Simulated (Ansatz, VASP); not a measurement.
## Ga in VASP and in Ansatz

```
CELL_PARAMETERS angstrom
2.60283 0.00000 0.00000
0.00000 2.60283 0.00000
0.00000 0.00000 2.60383
ATOMIC_POSITIONS crystal
Ga 0.00000 0.00000 0.00000
```

Alike in both runs: functional PBE; k mesh 20 × 20 × 20; occupations gaussian, width 0.1 eV; no spin polarisation.

Ansatz relaxed the structure, and its values are those at the end. VASP's run is a single point on that final structure, the one shown.

```csv
,VASP,Ansatz
version,VASP 6.6.1,Ansatz 0.2.0
potentials or method,"VASP PAW PBE potentials, release 64 (Ga_d)","scalar-relativistic, plane waves, PAW"
plane-wave cutoff (eV),520,420
valence electrons in the cell,13,13
```

Ansatz gave:

- gap on the k mesh at the Fermi level (eV): none
- pressure (GPa): 8.3

Problem. Estimate VASP's values.

Solution. gap on the k mesh at the Fermi level (eV): none; pressure (GPa): 8.4.

A gap of «none» marks a metal or a gap that the smearing closes.
